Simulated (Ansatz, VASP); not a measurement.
**Cross-check of SiO2 (Stishovite) between VASP and Ansatz**

Aim: how closely do two programs agree when they are given the same cell, functional and k mesh? The cell is taken from a series of runs on this material, whose earlier steps may have relaxed, scaled, displaced or heated it; both programs get it as it stands.

Program: Ansatz 0.2.0. Level of theory: plane waves, with VASP 6.6.1 beside it; G0W0 gap at LDA. Results are calculated unless marked as measured.

### Step 1. The structure

It takes space group P4_2/mnm (No. 136, tetragonal). Conventional cell: a = 4.177 Å, b = 4.177 Å, c = 2.665 Å, α = 90.00°, β = 90.00°, γ = 90.00°. Si has 6 O at 1.76 to 1.81 Å nearest. O has 3 Si at 1.76 to 1.81 Å nearest. Farther neighbours and most contacts between anions are not listed.

### Step 2. VASP: G0W0 gap, LDA

Quasiparticle shifts depend on high empty states and on the cores, so they are the hardest test of two PAW sets.

Lines of VASP's logs that name or quote its potential files are left out, and so is its time.

The run reads the wave functions of an earlier VASP run, which isn't shown here.

Contents of INCAR:

```
SYSTEM = SiO2
PREC = Accurate
ENCUT = 440
ISMEAR = 0
SIGMA = 0.01
LREAL = .FALSE.
GGA = CA
NBANDS = 128
ALGO = EVGW0
NELMGW = 1
ENCUTGW = 100
NOMEGA = 64
PRECFOCK = Fast
NBANDSGW = 24
LWAVE = .FALSE.
LCHARG = .FALSE.
```

Contents of POSCAR:

```
SiO2
1.0
    4.1773000000      0.0000000000      0.0000000000
    0.0000000000      4.1773000000      0.0000000000
    0.0000000000      0.0000000000      2.6652000000
Si O
2 4
Direct
    0.0000000000      0.0000000000      0.0000000000
    0.5000000000      0.5000000000      0.5000000000
    0.3059000000      0.3059000000      0.0000000000
    0.1941000000      0.8059000000      0.5000000000
    0.6941000000      0.6941000000      0.0000000000
    0.8059000000      0.1941000000      0.5000000000
```

Contents of KPOINTS:

```
Automatic mesh
0
Gamma
4 4 6
0 0 0
```

The projector-augmented-wave data sets are Si_GW and O_GW (LDA family, release 64).

Started as:

```console
$ mpirun -np 8 vasp_std
```

Numbers of over 12 decimals in the logs are rounded to 6 here.

The log of the run:

```text
[banner, memory and clock lines left out]
running    8 mpi-ranks, on    1 nodes
 distrk:  each k-point on    8 cores,    1 groups
 distr:  one band on    1 cores,    8 groups

 POSCAR found type information on POSCAR SiO
 POSCAR found :  2 types and       6 ions
|                                                                             |
|           W    W    AA    RRRRR   N    N  II  N    N   GGGG   !!!           |
|           W    W   A  A   R    R  NN   N  II  NN   N  G    G  !!!           |
|           W    W  A    A  R    R  N N  N  II  N N  N  G       !!!           |
|           W WW W  AAAAAA  RRRRR   N  N N  II  N  N N  G  GGG   !            |
|           WW  WW  A    A  R   R   N   NN  II  N   NN  G    G                |
|           W    W  A    A  R    R  N    N  II  N    N   GGGG   !!!           |
|                                                                             |
|     For optimal performance we recommend to set                             |
|       NCORE = 2 up to number-of-cores-per-socket                            |
|     NCORE specifies how many cores store one orbital (NPAR=cpu/NCORE).      |
|     This setting can greatly improve the performance of VASP for DFT.       |
|     The default, NCORE=1 might be grossly inefficient on modern             |
|     multi-core architectures or massively parallel machines. Do your        |
|     Unfortunately you need to use the default for GW and RPA                |
|     calculations (for HF NCORE is supported but not extensively tested      |
|     yet).                                                                   |
|                                                                             |

|                                                                             |
|           W    W    AA    RRRRR   N    N  II  N    N   GGGG   !!!           |
|           W    W   A  A   R    R  NN   N  II  NN   N  G    G  !!!           |
|           W    W  A    A  R    R  N N  N  II  N N  N  G       !!!           |
|           W WW W  AAAAAA  RRRRR   N  N N  II  N  N N  G  GGG   !            |
|           WW  WW  A    A  R   R   N   NN  II  N   NN  G    G                |
|           W    W  A    A  R    R  N    N  II  N    N   GGGG   !!!           |
|                                                                             |
|     The default for ENCUTGWSOFT is different in this version of VASP.       |
|     please manually set ENCUTGWSOFT =100 in the INCAR file.                 |
|                                                                             |

 LDA part: xc-table for (Slater(with rela. corr.)+CA(PZ))
 , standard interpolation
 found WAVECAR, reading the header
 POSCAR, INCAR and KPOINTS ok, starting setup
 FFT: planning ... GRIDC
 FFT: planning ... GRID_SOFT
 FFT: planning ... GRID
 reading WAVECAR
 the WAVECAR file was read successfully
 initial charge from wavefunction
 available memory per node:     58.99 GB, setting MAXMEM to     60409

 The Fermi energy was updated, please check that it is located mid-gap
 values below the HOMO (VB) or above the LUMO (CB) will cause erroneous energies
 E-fermi :  10.6308

 calculate exact exchange contribution
 the WAVEDER file was read successfully
energies w=
    0.000    0.000    0.724    0.000    1.447    0.000    2.166    0.000
    2.881    0.000    3.589    0.000    4.291    0.000    4.984    0.000
    5.668    0.000    6.344    0.000    7.010    0.000    7.666    0.000
    8.314    0.000    8.953    0.000    9.584    0.000   10.208    0.000
   10.825    0.000   11.437    0.000   12.044    0.000   12.647    0.000
   13.249    0.000   13.849    0.000   14.450    0.000   15.053    0.000
   15.658    0.000   16.269    0.000   16.886    0.000   17.511    0.000
   18.147    0.000   18.794    0.000   19.457    0.000   20.136    0.000
   20.835    0.000   21.556    0.000   22.304    0.000   23.081    0.000
   23.892    0.000   24.742    0.000   25.635    0.000   26.579    0.000
   27.580    0.000   28.647    0.000   29.790    0.000   31.020    0.000
   32.351    0.000   33.799    0.000   35.385    0.000   37.133    0.000
   39.073    0.000   41.243    0.000   43.691    0.000   46.478    0.000
   49.683    0.000   53.412    0.000   57.810    0.000   63.074    0.000
   69.493    0.000   77.489    0.000   87.721    0.000  101.267    0.000
  120.022    0.000  147.662    0.000  192.362    0.000  276.737    0.000
 responsefunction array rank=     120
 LDA part: xc-table for (Slater(with rela. corr.)+CA(PZ))
 , standard interpolation

 min. memory requirement per mpi rank    141.6 MB, per node   1133.1 MB

 allocating   8 responsefunctions rank=   120
 shmem allocating  64 responsefunctions rank=   120
 response function shared by NCSHMEM nodes    1
 Doing            8  frequencies on each core in blocks of           64
NQ=   1    0.0000    0.0000    0.0000,
|.........|.........|.........|.........|.........|.........|.........|.........
 performed        491000 updates of chi_q(r,r)
 total number of BLAS operations         43.35 Gflops
NQ=   2    0.2500    0.0000    0.0000,
|.........|.........|.........|.........|.........|.........|.........|.........
 performed       1277000 updates of chi_q(r,r)
 total number of BLAS operations        123.69 Gflops
NQ=   3    0.5000    0.0000    0.0000,
|.........|.........|.........|.........|.........|.........|.........|.........
 performed       1866000 updates of chi_q(r,r)
 total number of BLAS operations        172.78 Gflops
NQ=   4    0.2500    0.2500    0.0000,
|.........|.........|.........|.........|.........|.........|.........|.........
 performed       2517000 updates of chi_q(r,r)
 total number of BLAS operations        234.68 Gflops
NQ=   5    0.5000    0.2500    0.0000,
|.........|.........|.........|.........|.........|.........|.........|.........
 performed       3303000 updates of chi_q(r,r)
 total number of BLAS operations        297.60 Gflops
NQ=   6    0.5000    0.5000    0.0000,
|.........|.........|.........|.........|.........|.........|.........|.........
 performed       3794000 updates of chi_q(r,r)
 total number of BLAS operations        340.13 Gflops
NQ=   7    0.0000    0.0000    0.1667,
|.........|.........|.........|.........|.........|.........|.........|.........
 performed       4408000 updates of chi_q(r,r)
 total number of BLAS operations        390.27 Gflops
NQ=   8    0.2500    0.0000    0.1667,
|.........|.........|.........|.........|.........|.........|.........|.........
 performed       5341000 updates of chi_q(r,r)
 total number of BLAS operations        468.00 Gflops
NQ=   9    0.5000    0.0000    0.1667,
|.........|.........|.........|.........|.........|.........|.........|.........
 performed       6127000 updates of chi_q(r,r)
 total number of BLAS operations        538.69 Gflops
NQ=  10    0.2500    0.2500    0.1667,
|.........|.........|.........|.........|.........|.........|.........|.........
 performed       6962000 updates of chi_q(r,r)
 total number of BLAS operations        613.80 Gflops
NQ=  11    0.5000    0.2500    0.1667,
|.........|.........|.........|.........|.........|.........|.........|.........
 performed       7895000 updates of chi_q(r,r)
 total number of BLAS operations        700.94 Gflops
NQ=  12    0.5000    0.5000    0.1667,
|.........|.........|.........|.........|.........|.........|.........|.........
 performed       8509000 updates of chi_q(r,r)
 total number of BLAS operations        750.09 Gflops
NQ=  13    0.0000    0.0000    0.3333,
|.........|.........|.........|.........|.........|.........|.........|.........
 performed       9123000 updates of chi_q(r,r)
 total number of BLAS operations        807.42 Gflops
NQ=  14    0.2500    0.0000    0.3333,
|.........|.........|.........|.........|.........|.........|.........|.........
 performed      10056000 updates of chi_q(r,r)
 total number of BLAS operations        891.37 Gflops
NQ=  15    0.5000    0.0000    0.3333,
|.........|.........|.........|.........|.........|.........|.........|.........
 performed      10842000 updates of chi_q(r,r)
 total number of BLAS operations        967.49 Gflops
NQ=  16    0.2500    0.2500    0.3333,
|.........|.........|.........|.........|.........|.........|.........|.........
 performed      11677000 updates of chi_q(r,r)
 total number of BLAS operations       1041.19 Gflops
NQ=  17    0.5000    0.2500    0.3333,
|.........|.........|.........|.........|.........|.........|.........|.........
 performed      12610000 updates of chi_q(r,r)
 total number of BLAS operations       1122.00 Gflops
NQ=  18    0.5000    0.5000    0.3333,
|.........|.........|.........|.........|.........|.........|.........|.........
 performed      13224000 updates of chi_q(r,r)
 total number of BLAS operations       1175.16 Gflops
NQ=  19    0.0000    0.0000    0.5000,
|.........|.........|.........|.........|.........|.........|.........|.........
 performed      13715000 updates of chi_q(r,r)
 total number of BLAS operations       1228.07 Gflops
NQ=  20    0.2500    0.0000    0.5000,
|.........|.........|.........|.........|.........|.........|.........|.........
 performed      14501000 updates of chi_q(r,r)
 total number of BLAS operations       1306.99 Gflops
NQ=  21    0.5000    0.0000    0.5000,
|.........|.........|.........|.........|.........|.........|.........|.........
 performed      15090000 updates of chi_q(r,r)
 total number of BLAS operations       1354.18 Gflops
NQ=  22    0.2500    0.2500    0.5000,
|.........|.........|.........|.........|.........|.........|.........|.........
 performed      15741000 updates of chi_q(r,r)
 total number of BLAS operations       1414.95 Gflops
NQ=  23    0.5000    0.2500    0.5000,
|.........|.........|.........|.........|.........|.........|.........|.........
 performed      16527000 updates of chi_q(r,r)
 total number of BLAS operations       1483.00 Gflops
NQ=  24    0.5000    0.5000    0.5000,
|.........|.........|.........|.........|.........|.........|.........|.........
 performed      17018000 updates of chi_q(r,r)
 total number of BLAS operations       1519.24 Gflops
 resolving degeneracies of screened two electron integrals

 calculate QP shifts <psi_nk| G(iteration)W_0 |psi_nk>: iteration 1
 entering main loop
```

OUTCAR, selected parts (step 2):

```text
ion  position               nearest neighbor table
   1  0.000  0.000  0.000-   4 1.76   6 1.76   4 1.76   6 1.76   5 1.81   3 1.81
   2  0.500  0.500  0.500-   3 1.76   5 1.76   3 1.76   5 1.76   4 1.81   6 1.81
   3  0.306  0.306  0.000-   2 1.76   2 1.76   1 1.81
   4  0.194  0.806  0.500-   1 1.76   1 1.76   2 1.81
   5  0.694  0.694  0.000-   2 1.76   2 1.76   1 1.81
   6  0.806  0.194  0.500-   1 1.76   1 1.76   2 1.81

  LATTYP: Found a simple tetragonal cell.
 ALAT       =     4.1773000000
 C/A-ratio  =     0.6380197735

 Subroutine GETGRP returns: Found 16 space group operations
 (whereof  8 operations were pure point group operations)

The static configuration has the point symmetry D_2h.
 The point group associated with its full space group is D_4h.

 Found     24 irreducible k-points:

   k-points           NKPTS =     24   k-points in BZ     NKDIM =     96   number of bands    NBANDS=    128

   dimension x,y,z NGX =    30 NGY =   30 NGZ =   18
   dimension x,y,z NGXF=    60 NGYF=   60 NGZF=   36

   ENCUT  =  440.0 eV  32.34 Ry    5.69 a.u.   7.14  7.14  4.56*2*pi/ulx,y,z

   NELECT =      32.0000    total number of electrons

  energy-cutoff  :      440.00
  volume of cell :       46.51
      direct lattice vectors                 reciprocal lattice vectors
     4.177300000  0.000000000  0.000000000     0.239389079  0.000000000  0.000000000
     0.000000000  4.177300000  0.000000000     0.000000000  0.239389079  0.000000000
     0.000000000  0.000000000  2.665200000     0.000000000  0.000000000  0.375206363

 k-points in reciprocal lattice and weights: Automatic mesh
   0.00000000  0.00000000  0.00000000       0.010
   0.25000000  0.00000000  0.00000000       0.042
   0.50000000  0.00000000  0.00000000       0.021
   0.25000000  0.25000000  0.00000000       0.042
   0.50000000  0.25000000  0.00000000       0.042
   0.50000000  0.50000000  0.00000000       0.010
   0.00000000  0.00000000  0.16666667       0.021
   0.25000000  0.00000000  0.16666667       0.083
   0.50000000  0.00000000  0.16666667       0.042
[...]
0.50000000  0.25000000  0.50000000       0.042
   0.50000000  0.50000000  0.50000000       0.010

 E-fermi :  10.6308

 QP shifts <psi_nk| G(iteration)W_0 |psi_nk>: iteration 1
 for sc-GW calculations column KS-energies equals QP-energies in previous step
 and V_xc(KS)=  KS-energies - (<T + V_ion + V_H > + <T+V_H+V_ion>^1  + <V_x>^1)
 k-point   1 :       0.0000    0.0000    0.0000
  band No.  KS-energies  QP-energies   sigma(KS)   V_xc(KS)     V^pw_x(r,r')   Z            occupation Imag(sigma)
    ...
     13       5.2719       4.3637     -21.3608     -20.2502     -25.4737       0.8178       2.0000       0.0611
     14       6.9224       6.0736     -21.9550     -20.9120     -26.4649       0.8137       2.0000       0.0651
     15       6.9224       6.0736     -21.9550     -20.9120     -26.4649       0.8137       2.0000       0.0651
     16       7.8189       6.9350     -22.1714     -21.0824     -26.9195       0.8116       2.0000       0.0682
     17      13.4428      15.1937     -14.1336     -16.2096     -10.0463       0.8434       0.0000      -0.0582
     18      14.2639      16.0665     -10.3072     -12.4083      -6.0357       0.8580       0.0000      -0.0602
     19      16.1584      17.9563     -11.4978     -13.6114      -7.0445       0.8506       0.0000      -0.0641
     20      16.1584      17.9563     -11.4978     -13.6114      -7.0445       0.8506       0.0000      -0.0641
    ...

 k-point   2 :       0.2500    0.0000    0.0000
  band No.  KS-energies  QP-energies   sigma(KS)   V_xc(KS)     V^pw_x(r,r')   Z            occupation Imag(sigma)
    ...
     13       5.3082       4.4093     -21.4942     -20.3953     -25.6431       0.8179       2.0000       0.0615
     14       5.7210       4.6582     -21.1111     -19.7991     -25.6379       0.8101       2.0000       0.0717
     15       6.8192       5.9359     -21.8673     -20.7808     -26.4135       0.8130       2.0000       0.0663
     16       7.3514       6.4054     -21.7608     -20.5955     -26.4427       0.8119       2.0000       0.0686
     17      14.2879      16.1939     -14.2965     -16.5638     -10.2448       0.8407       0.0000      -0.0601
     18      14.8013      16.6734     -10.7094     -12.9020      -6.4038       0.8538       0.0000      -0.0614
     19      16.3357      18.1622     -11.7110     -13.8654      -7.2292       0.8478       0.0000      -0.0653
     20      16.3438      18.1170     -11.4812     -13.5661      -7.1031       0.8505       0.0000      -0.0633
    ...

 k-point   3 :       0.5000    0.0000    0.0000
  band No.  KS-energies  QP-energies   sigma(KS)   V_xc(KS)     V^pw_x(r,r')   Z            occupation Imag(sigma)
    ...
     13       5.0893       4.1622     -21.4360     -20.3001     -25.6206       0.8162       2.0000       0.0628
     14       5.0893       4.1622     -21.4360     -20.3001     -25.6206       0.8162       2.0000       0.0628
     15       6.7337       5.7630     -21.5791     -20.3812     -26.2097       0.8104       2.0000       0.0693
     16       6.7337       5.7630     -21.5791     -20.3812     -26.2097       0.8104       2.0000       0.0693
     17      15.4435      17.4988     -13.3078     -15.7578      -9.0667       0.8389       0.0000      -0.0647
     18      15.4435      17.4988     -13.3078     -15.7578      -9.0667       0.8389       0.0000      -0.0647
     19      16.7096      18.5633     -11.4477     -13.6342      -6.9543       0.8478       0.0000      -0.0661
     20      16.7096      18.5633     -11.4477     -13.6342      -6.9543       0.8478       0.0000      -0.0661
    ...

 k-point   4 :       0.2500    0.2500    0.0000
  band No.  KS-energies  QP-energies   sigma(KS)   V_xc(KS)     V^pw_x(r,r')   Z            occupation Imag(sigma)
    ...
     13       5.2076       4.2950     -21.4691     -20.3519     -25.6362       0.8169       2.0000       0.0622
     14       5.3030       4.1429     -20.8910     -19.4540     -25.5337       0.8073       2.0000       0.0770
     15       6.3392       5.3383     -21.4292     -20.1936     -26.0586       0.8100       2.0000       0.0701
     16       7.0014       6.0266     -21.5792     -20.3759     -26.2314       0.8101       2.0000       0.0690
     17      14.4944      16.4271     -12.8084     -15.0952      -8.6221       0.8452       0.0000      -0.0613
     18      15.3111      17.2955     -12.4583     -14.8115      -8.1720       0.8433       0.0000      -0.0639
     19      16.3101      18.1088     -11.3751     -13.4888      -6.9442       0.8509       0.0000      -0.0639
     20      17.1098      19.0485     -11.9675     -14.2671      -7.4907       0.8431       0.0000      -0.0675
    ...

[... 4 further parts left out ...]
```

[end of part 1 of 2]

[Lines on the potential files, build, host, timing and source positions are cut from VASP's logs without a mark.]

[Logs are printed without paths, hosts, clocks, repeated set-up lines and the standing remarks that a program may print on its own settings, such as how far it seeks lower states.]

[Hosts, paths, dates, database ids (printed as entryN), source tags and the programs' standing remarks are cut or masked in the printed files.]
